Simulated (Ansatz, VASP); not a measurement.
# Two plane-wave programs on GaN

```
CELL_PARAMETERS angstrom
3.00037 0.00000 0.00000
-1.50019 2.59840 0.00000
0.00000 0.00000 5.26632
ATOMIC_POSITIONS crystal
Ga 0.33333 0.66667 0.75000
Ga 0.66667 0.33333 0.25000
N 0.00000 0.00000 0.00000
N 0.00000 0.00000 0.50000
```

Alike in both runs: functional PBE; k mesh 6 × 6 × 4; occupations gaussian, width 0.1 eV; no spin polarisation.

Ansatz relaxed the structure, and its values are those at the end. VASP's run is a single point on that final structure, the one shown.

|  | VASP | Ansatz |
| --- | --- | --- |
| version | VASP 6.6.1 | Ansatz 0.2.0 |
| potentials or method | VASP PAW PBE potentials, release 64 (Ga_d, N) | scalar-relativistic, plane waves, PAW |
| plane-wave cutoff (eV) | 520 | 420 |
| valence electrons in the cell | 36 | 36 |

Ansatz gave:

* gap on the k mesh at the Fermi level (eV): none
* pressure (GPa): -0.3

Q: Which values does VASP return?

A: gap on the k mesh at the Fermi level (eV): none; pressure (GPa): 0.4.

A gap of «none» marks a metal or a gap that the smearing closes. The functional is the same, so the differences come from potentials, cutoffs and numerics.

Caveats: the k mesh is coarse (spacing up to 0.40 Å⁻¹), so the values aren't converged.
